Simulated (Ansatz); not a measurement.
# FeO (Fm-3m) in Ansatz: notebook

One crystal, FeO, is run at these levels: PBE; tasks: single point, equation of state.

Everything below comes from runs of Ansatz 0.2.0. Logs are shortened: lines on timing, memory, paths and dates and some standing lists are left out, and cuts for length are marked.

**1. Starting point**

Symmetry: Fm-3m, No. 225, cubic system. Conventional cell: a = 4.311 Å, b = 4.311 Å, c = 4.311 Å, α = 90.00°, β = 90.00°, γ = 90.00°. Fe (site symmetry m-3m) is surrounded by 6 O at 2.16 Å. O (site symmetry m-3m) is surrounded by 6 Fe at 2.16 Å.

**2. Single point, PBE, collinear spin, ferromagnetic start, 9.41 Å³/atom (volume scaled by 0.94)**

input.yaml

```yaml
crystal:
  lattice:
    - [0.0, 2.1114000555, 2.1114000555]
    - [2.1114000555, 0.0, 2.1114000555]
    - [2.1114000555, 2.1114000555, 0.0]
  atoms:
    - { symbol: Fe, position: [0.0, 0.0, 0.0], spin: 3.0 }
    - { symbol: O, position: [0.5, 0.5, 0.5] }
hamiltonian:
  xc: pbe
  pseudopotentials: { kind: nc, accuracy: stringent }
magnetization:
  spin_polarized: true
kpoints:
  mp_grid: { grid: [11, 11, 11] }
scf:
  occupations: { method: fermi_dirac, width: 0.05 }
output:
  forces: true
  stress: true
  eigenvalues: true
```

Potentials or basis: PseudoDojo stringent (PBE files).

The run is started by

```
$ ansatz run input.yaml --threads 2 --pin off --max-ram 5632MiB --backend cpu --events-out ev --progress --plain --runs-dir out
```

The log of the run:

```text
Warning: RAYON_NUM_THREADS=2 ignored (pool sized by the plan → 2); use --threads N
Engine: ansatz 0.2.0, x86_64-unknown-linux-gnu
Pseudopotentials: kind: nc
Pseudopotential: Fe, nc, valence charge 16, recommended cutoff 1605.471789 eV (normal), Fe.nc.azcp (PseudoDojo's, or run here from an input of PseudoDojo's; its table is named by hamiltonian.pseudopotentials.accuracy)
Pseudopotential: O, nc, valence charge 6, recommended cutoff 1251.723767 eV (normal), O.nc.azcp (PseudoDojo's, or run here from an input of PseudoDojo's; its table is named by hamiltonian.pseudopotentials.accuracy)
Functional definition: PBE
  parameter kappa = 0.804
  parameter beta = 0.06672455060314922
  exchange = pbe_x(kappa = kappa, mu = beta*pi^2/3)
  correlation = pbe_c(beta = beta)
Crystal: 2 atoms, lattice volume = 18.825 Å³
Basis set: ecut = 1605.471789 eV, 2733 PW (Γ), exchange–correlation on 80×80×80 points (8 copies of the dense FFT grid, shifted against one another)
Bands: 17, of which v1, the nominal top of the filled ones, is band 11 counted from 1 (10 counted from 0)
Symmetry: 48 space group operations
Space group: Fm-3m (ITA 225), of the structure as read, at distance tolerance 2.7e-5 Å
Magnetic group: BNS 225.116 (UNI 1618), of the structure as read, at distance tolerance 2.7e-5 Å
k-points: 56 of 1331
Non-local potential: Fe, projectors of the file, l = 0: 2, l = 1: 2, l = 2: 2
Non-local potential: O, projectors of the file, l = 0: 2, l = 1: 2, l = 2: 1
Initial density: superposition of atomic densities (chi_scale 0.1, normalization cell, long waves kept (reshape's long-wave potential 0.00 eV rms))
Starting moments: Σ|m| = 3 μB on 1 of 2 sites
Initial wavefunctions: pseudopotential atomic-orbital guess
Functional: x = pbe(κ = 0.804, μ = 0.2195149727645171), c = pbe(β = 0.06672455060314922)
SCF iter   1: F=—  HF=-3898.527670 eV  |F-HF|=—  |Δ(HF+E_count)|=         —  Δρ=2.32e-1 (↑1.28e-1 ↓2.32e-1)  dr2=1.82e1  dr2_m=9.08e-1  M=2.310 μB ∫|m|=2.310 μB  β_m=0.30  ethr=3.10e-3  ⟨swp⟩=5.2  Hψ=9386  notcnv=0
preconditioner: auto → none  [metal: Δε(μ)=0.006 eV  Ē_g=13.953 eV  σ=0.050 eV  W_gap=0.03  n_scr=8 (ndim 8)  ℏωp=32.0 eV  f_vac=0.000  D(μ)=3.22/eV (n_scr^D=58)  sad-step TF]
SCF iter   2: F=—  HF=-3896.452564 eV  |F-HF|=—  |Δ(HF+E_count)|=    2.08e0  Δρ=8.64e-2 (↑8.64e-2 ↓7.58e-2)  dr2=4.15e-1  dr2_m=9.41e-1  M=3.556 μB ∫|m|=3.556 μB  β_m=1.00  ethr=3.10e-3  ⟨swp⟩=3.0  Hψ=5202  notcnv=0  defer=51
SCF iter   3: F=—  HF=-3896.725660 eV  |F-HF|=—  |Δ(HF+E_count)|=   2.73e-1  Δρ=4.41e-2 (↑4.41e-2 ↓4.17e-2)  dr2=1.86e-1  dr2_m=2.53e-1  M=3.993 μB ∫|m|=3.996 μB  β_m=1.00  ethr=1.89e-3  ⟨swp⟩=2.5  Hψ=3626  notcnv=0  defer=40
SCF iter   4: F=—  HF=-3896.745310 eV  |F-HF|=—  |Δ(HF+E_count)|=   1.97e-2  Δρ=1.11e-2 (↑6.01e-3 ↓1.11e-2)  dr2=1.94e-2  dr2_m=2.63e-3  M=3.999 μB ∫|m|=4.009 μB  β_m=1.00  ethr=8.43e-4  ⟨swp⟩=2.2  Hψ=3382  notcnv=0  defer=43
SCF iter   5: F=—  HF=-3896.743050 eV  |F-HF|=—  |Δ(HF+E_count)|=   2.26e-3  Δρ=4.25e-3 (↑4.25e-3 ↓3.72e-3)  dr2=3.21e-3  dr2_m=3.83e-4  M=4.000 μB ∫|m|=4.013 μB  β_m=1.00  ethr=8.84e-5  ⟨swp⟩=2.2  Hψ=3411  notcnv=0  defer=50
SCF iter   6: F=—  HF=-3896.743647 eV  |F-HF|=—  |Δ(HF+E_count)|=   5.98e-4  Δρ=7.95e-4 (↑7.95e-4 ↓6.83e-4)  dr2=1.60e-4  dr2_m=1.57e-5  M=4.000 μB ∫|m|=4.014 μB  β_m=1.00  ethr=1.46e-5  ⟨swp⟩=2.6  Hψ=2839  notcnv=0  defer=50
SCF iter   7: F=—  HF=-3896.743633 eV  |F-HF|=—  |Δ(HF+E_count)|=   1.45e-5  Δρ=2.65e-4 (↑2.65e-4 ↓1.90e-4)  dr2=5.43e-6  dr2_m=1.88e-6  M=4.000 μB ∫|m|=4.015 μB  β_m=0.30  ethr=7.27e-7  ⟨swp⟩=2.5  Hψ=2832  notcnv=0  defer=50
Mixer restart at iter 7: flushing history
spin-set hold released at iteration 7 (site moments contracting): the magnetisation degrees of freedom join the quasi-Newton model from the next iteration; the mixer history was flushed
SCF iter   8: F=—  HF=-3896.743632 eV  |F-HF|=—  |Δ(HF+E_count)|=   1.22e-6  Δρ=1.61e-4 (↑1.61e-4 ↓1.43e-4)  dr2=1.79e-6  dr2_m=9.67e-7  M=4.000 μB ∫|m|=4.015 μB  β_m=0.46  ethr=2.47e-8  ⟨swp⟩=2.3  Hψ=3125  notcnv=0  defer=50
SCF iter   9: F=—  HF=-3896.743634 eV  |F-HF|=—  |Δ(HF+E_count)|=   2.23e-6  Δρ=7.31e-5 (↑7.31e-5 ↓5.94e-5)  dr2=1.17e-6  dr2_m=1.32e-7  M=4.000 μB ∫|m|=4.015 μB  β_m=0.43  ethr=8.15e-9  ⟨swp⟩=2.0  Hψ=2647  notcnv=0  defer=50
iter 10 met the thresholds in force, and the SCF goes on: an eigenvalue changes by 0.52 meV, over its tolerance of 0.50 meV (output.eigenvalues, Limitations)
SCF iter  10: F=-3896.743634 eV  HF=-3896.743634 eV  |F-HF|=2.83e-8  |Δ(HF+E_count)|=   1.97e-7  Δρ=1.83e-5 (↑1.60e-5 ↓1.83e-5)  dr2=4.22e-8  dr2_m=2.09e-8  M=4.000 μB ∫|m|=4.015 μB  β_m=0.43  ethr=4.55e-10  ⟨swp⟩=5.2  Hψ=7934  notcnv=0
SCF iter  11: F=-3896.743634 eV  HF=-3896.743634 eV  |F-HF|=1.11e-9  |Δ(HF+E_count)|=   4.70e-8  Δρ=5.87e-6 (↑5.87e-6 ↓4.71e-6)  dr2=2.72e-9  dr2_m=1.52e-9  M=4.000 μB ∫|m|=4.015 μB  ethr=1.92e-10  ⟨swp⟩=2.5  Hψ=6030  notcnv=0
SCF 1 converged in 11 iterations: F = -3896.743634 eV  dr2 = 2.72e-9
SCF converged after 11 iterations
an eigenvalue changed by more than its tolerance at an iteration that met the thresholds in force, so the SCF went on 1 time: the last check found none over its tolerance
Magnetization: 3.9999 μB (12.9999 up, 9.0001 down)
Absolute magnetization: 4.0149 μB (∫|ρ↑−ρ↓|)
Spin contamination: 0.0117 ħ² per cell (⟨S²⟩ above its minimum at these occupations)
Per-site moments (μB) at R_I (Å): [(3.434134749840768, 0.87095252289375), (0.335267507711124, 0.87095252289375)]
Free energy (F): -3896.743634 eV
Harris-Foulkes:  -3896.743634 eV  (|F-HF|=1.11e-9)
Internal energy: -3896.733153 eV  (E = F + TS)
E sigma→0 (E₀):  -3896.738394 eV
Entropy (-TS):   -0.010481 eV (-5.240 meV/atom)
Fermi energy:    15.801755 eV
--- Per-component energies (eV) ---
  E_band       = -244.997167
  E_kinetic    = 1979.139865
  E_local      = -3324.674319  (includes V_loc(G=0)·N_el)
  E_nonlocal   = -321.411384
  E_hartree    = 1022.439820
  E_xc         = -612.891608
  E_vxc        = -622.930531  (∫ρ·V_xc dr)
  E_ewald      = -2639.335529
  E_smearing   = -0.010481  (= −TS)
  E_closure    = 0.000000  (closes the sum)
  Σ components = -3896.743634   (vs F -3896.743634, Δ=0.00e0)
--- Forces (eV/Å), atoms counted from 1 ---
  atom   1  Fe    -0.00000000    -0.00000000     0.00000000
  atom   2  O      0.00000000    -0.00000000    -0.00000000
  max |Σ_I F_I| component: 3.47e-29 eV/Å
--- Stress (GPa, compression-positive) ---
       12.026358      -0.000000       0.000000
       -0.000000      12.026358       0.000000
        0.000000       0.000000      12.026358
  P = ⅓ Tr σ = 12.0264 GPa (120.264 kbar)
--- Band table (eV; the first three rows and the last of 112) ---
  k-point 0 ↑: bands = ["-74.1607", "-40.2297", "-40.2297", "-40.2297", "-5.5218", "11.6315", "11.6315", "11.6315", "11.7269", "11.7269", "11.7269", "11.9547", "11.9547", "16.1572", "31.2113", "33.2207", "33.2207"]
  k-point 1 ↑: bands = ["-74.1601", "-40.2352", "-40.2304", "-40.2304", "-5.4300", "10.7217", "10.8456", "10.8456", "11.8176", "11.8176", "12.1178", "12.7590", "12.7590", "16.7257", "29.9700", "32.9905", "32.9905"]
  k-point 2 ↑: bands = ["-74.1586", "-40.2500", "-40.2323", "-40.2323", "-5.1738", "9.4125", "10.0391", "10.0391", "11.9984", "11.9984", "12.3752", "13.6851", "13.6851", "17.9156", "27.9965", "32.0270", "32.0270"]
  k-point 55 ↓: bands = ["-69.9543", "-36.1039", "-36.0999", "-36.0770", "-3.4998", "9.0881", "9.1590", "9.9860", "15.5542", "15.9377", "16.6391", "17.0937", "17.8345", "25.0322", "25.7451", "25.7554", "29.4727"]
```

Run time: 6.6 s. Hardware: 2 threads of Intel Xeon Platinum 8259CL at 2.50GHz (Skylake/Cascade Lake), shared host; peak memory 0.52 GiB.

Results:

| Item | Value |
| --- | --- |
| Free energy | -3896.7436 eV |
| Pressure | 12.0 GPa |
| Band gap on the k mesh | none (metal or under the smearing width) |
| Net moment | 4.00 μB per cell |
| Absolute moment | 4.01 μB per cell |
| Site moments | Fe +3.43; O +0.34 μB |

Caveat: a cell with one magnetic atom can't hold antiferromagnetic order, which such compounds often take; semilocal functionals often make such compounds metallic where correlation or magnetic order opens a gap, which also shifts bond lengths.

**3. Single point, PBE, collinear spin, ferromagnetic start, 9.61 Å³/atom (volume scaled by 0.96)**

input.yaml: that of step 2 with these lines changed.

```diff
@@ -2,5 +2,5 @@
   lattice:
-    - [0.0, 2.1114000555, 2.1114000555]
-    - [2.1114000555, 0.0, 2.1114000555]
-    - [2.1114000555, 2.1114000555, 0.0]
+    - [0.0, 2.1262695598, 2.1262695598]
+    - [2.1262695598, 0.0, 2.1262695598]
+    - [2.1262695598, 2.1262695598, 0.0]
   atoms:
```

Potentials or basis: PseudoDojo stringent (PBE files).

The run is started by

```
$ ansatz run input.yaml --threads 2 --pin off --max-ram 5632MiB --backend cpu --events-out ev --progress --plain --runs-dir out
```

It took 6 s on 2 threads of Intel Xeon Platinum 8259CL at 2.50GHz (Skylake/Cascade Lake), shared host; peak memory 0.53 GiB.

The run converged. Its results:

```yaml
Free_energy: -3896.7676 eV
Pressure: 7.2 GPa
Band_gap_on_the_k_mesh: none (metal or under the smearing width)
Net_moment: 4.00 μB per cell
Absolute_moment: 4.02 μB per cell
Site_moments: Fe +3.44; O +0.33 μB
```

Caveat: a cell with one magnetic atom can't hold antiferromagnetic order, which such compounds often take; semilocal functionals often make such compounds metallic where correlation or magnetic order opens a gap, which also shifts bond lengths.

**4. Single point, PBE, collinear spin, ferromagnetic start, 9.81 Å³/atom (volume scaled by 0.98)**

input.yaml: that of step 3 with these lines changed.

```diff
@@ -2,5 +2,5 @@
   lattice:
-    - [0.0, 2.1262695598, 2.1262695598]
-    - [2.1262695598, 0.0, 2.1262695598]
-    - [2.1262695598, 2.1262695598, 0.0]
+    - [0.0, 2.1409339512, 2.1409339512]
+    - [2.1409339512, 0.0, 2.1409339512]
+    - [2.1409339512, 2.1409339512, 0.0]
   atoms:
@@ -21 +21,5 @@
   eigenvalues: true
+  write_density: true
+  write_potential: true
+  elf: true
+  volumetric_format: npy
```

The run is started by

```
$ ansatz run input.yaml --threads 2 --pin off --max-ram 5632MiB --backend cpu --events-out ev --progress --plain --runs-dir out
```

It took 7.8 s on 2 threads of Intel Xeon Platinum 8259CL at 2.50GHz (Skylake/Cascade Lake), shared host; peak memory 0.53 GiB.

It converged, with:

| Property | Result |
| --- | --- |
| Free energy | -3896.7801 eV |
| Pressure | 2.9 GPa |
| Band gap on the k mesh | none (metal or under the smearing width) |
| Net moment | 4.00 μB per cell |
| Absolute moment | 4.02 μB per cell |
| Site moments | Fe +3.45; O +0.33 μB |

Caveat: a cell with one magnetic atom can't hold antiferromagnetic order, which such compounds often take; semilocal functionals often make such compounds metallic where correlation or magnetic order opens a gap, which also shifts bond lengths.

**5. Single point, PBE, collinear spin, ferromagnetic start, 10.01 Å³/atom**

input.yaml: that of step 4 with these lines changed.

```diff
@@ -2,5 +2,5 @@
   lattice:
-    - [0.0, 2.1409339512, 2.1409339512]
-    - [2.1409339512, 0.0, 2.1409339512]
-    - [2.1409339512, 2.1409339512, 0.0]
+    - [0.0, 2.15540016, 2.15540016]
+    - [2.15540016, 0.0, 2.15540016]
+    - [2.15540016, 2.15540016, 0.0]
   atoms:
```

The run is started by

```
$ ansatz run input.yaml --threads 2 --pin off --max-ram 5632MiB --backend cpu --events-out ev --progress --plain --runs-dir out
```

Run time: 7.9 s. Hardware: 2 threads of Intel Xeon Platinum 8259CL at 2.50GHz (Skylake/Cascade Lake), shared host; peak memory 0.51 GiB.

Results (log left out):

| Quantity | Value |
| --- | --- |
| Free energy | -3896.7825 eV |
| Pressure | -0.9 GPa |
| Band gap on the k mesh | none (metal or under the smearing width) |
| Net moment | 4.00 μB per cell |
| Absolute moment | 4.02 μB per cell |
| Site moments | Fe +3.46; O +0.32 μB |

Caveat: a cell with one magnetic atom can't hold antiferromagnetic order, which such compounds often take; semilocal functionals often make such compounds metallic where correlation or magnetic order opens a gap, which also shifts bond lengths.

**6. Single point, PBE, collinear spin, ferromagnetic start, 10.21 Å³/atom (volume scaled by 1.02)**

input.yaml: that of step 5 with these lines changed.

```diff
@@ -2,5 +2,5 @@
   lattice:
-    - [0.0, 2.15540016, 2.15540016]
-    - [2.15540016, 0.0, 2.15540016]
-    - [2.15540016, 2.15540016, 0.0]
+    - [0.0, 2.1696747492, 2.1696747492]
+    - [2.1696747492, 0.0, 2.1696747492]
+    - [2.1696747492, 2.1696747492, 0.0]
   atoms:
```

Potentials or basis: PseudoDojo stringent (PBE files).

The run is started by

```
$ ansatz run input.yaml --threads 2 --pin off --max-ram 5632MiB --backend cpu --events-out ev --progress --plain --runs-dir out
```

Run time: 7.9 s. Hardware: 2 threads of Intel Xeon Platinum 8259CL at 2.50GHz (Skylake/Cascade Lake), shared host; peak memory 0.57 GiB.

The run converged. Its results:

| Item | Value |
| --- | --- |
| Free energy | -3896.7759 eV |
| Pressure | -4.4 GPa |
| Band gap on the k mesh | none (metal or under the smearing width) |
| Net moment | 4.00 μB per cell |
| Absolute moment | 4.02 μB per cell |
| Site moments | Fe +3.47; O +0.32 μB |

Caveat: a cell with one magnetic atom can't hold antiferromagnetic order, which such compounds often take; semilocal functionals often make such compounds metallic where correlation or magnetic order opens a gap, which also shifts bond lengths.

**7. Single point, PBE, collinear spin, ferromagnetic start, 10.41 Å³/atom (volume scaled by 1.04)**

input.yaml: that of step 6 with these lines changed.

```diff
@@ -2,5 +2,5 @@
   lattice:
-    - [0.0, 2.1696747492, 2.1696747492]
-    - [2.1696747492, 0.0, 2.1696747492]
-    - [2.1696747492, 2.1696747492, 0.0]
+    - [0.0, 2.1837639411, 2.1837639411]
+    - [2.1837639411, 0.0, 2.1837639411]
+    - [2.1837639411, 2.1837639411, 0.0]
   atoms:
@@ -21,5 +21 @@
   eigenvalues: true
-  write_density: true
-  write_potential: true
-  elf: true
-  volumetric_format: npy
```

The run is started by

```
$ ansatz run input.yaml --threads 2 --pin off --max-ram 5632MiB --backend cpu --events-out ev --progress --plain --runs-dir out
```

It took 6.2 s on 2 threads of Intel Xeon Platinum 8259CL at 2.50GHz (Skylake/Cascade Lake), shared host; peak memory 0.58 GiB.

Results (log left out):

* Free energy: -3896.7610 eV
* Pressure: -7.5 GPa
* Band gap on the k mesh: none (metal or under the smearing width)
* Net moment: 4.00 μB per cell
* Absolute moment: 4.02 μB per cell
* Site moments: Fe +3.48; O +0.31 μB

Caveat: a cell with one magnetic atom can't hold antiferromagnetic order, which such compounds often take; semilocal functionals often make such compounds metallic where correlation or magnetic order opens a gap, which also shifts bond lengths.

**8. Single point, PBE, collinear spin, ferromagnetic start, 10.61 Å³/atom (volume scaled by 1.06)**

input.yaml: that of step 7 with these lines changed.

```diff
@@ -2,5 +2,5 @@
   lattice:
-    - [0.0, 2.1837639411, 2.1837639411]
-    - [2.1837639411, 0.0, 2.1837639411]
-    - [2.1837639411, 2.1837639411, 0.0]
+    - [0.0, 2.1976736406, 2.1976736406]
+    - [2.1976736406, 0.0, 2.1976736406]
+    - [2.1976736406, 2.1976736406, 0.0]
   atoms:
@@ -21 +21,5 @@
   eigenvalues: true
+  write_density: true
+  write_potential: true
+  elf: true
+  volumetric_format: npy
```

The run is started by

```
$ ansatz run input.yaml --threads 2 --pin off --max-ram 5632MiB --backend cpu --events-out ev --progress --plain --runs-dir out
```

Run time: 8 s. Hardware: 2 threads of Intel Xeon Platinum 8259CL at 2.50GHz (Skylake/Cascade Lake), shared host; peak memory 0.58 GiB.

It converged, with:

| Quantity | Value |
| --- | --- |
| Free energy | -3896.7389 eV |
| Pressure | -10.2 GPa |
| Band gap on the k mesh | none (metal or under the smearing width) |
| Net moment | 4.00 μB per cell |
| Absolute moment | 4.02 μB per cell |
| Site moments | Fe +3.49; O +0.31 μB |

Caveat: a cell with one magnetic atom can't hold antiferromagnetic order, which such compounds often take; semilocal functionals often make such compounds metallic where correlation or magnetic order opens a gap, which also shifts bond lengths.

**9. Equation of state, PBE, collinear spin, ferromagnetic start**

Potentials or basis: PseudoDojo stringent.

This step only gathers the single runs of the series.

Results:

```
Equilibrium volume                      : 9.96 Å³/atom
Bulk modulus                            : 186 GPa
Pressure derivative of the bulk modulus : 4.5
```

Energy against volume, from the lowest point:
```csv
volume (Å³/atom),energy (meV/atom)
9.413,19.46
9.613,7.48
9.813,1.20
10.013,0.00
10.214,3.34
10.414,10.76
10.614,21.83
```
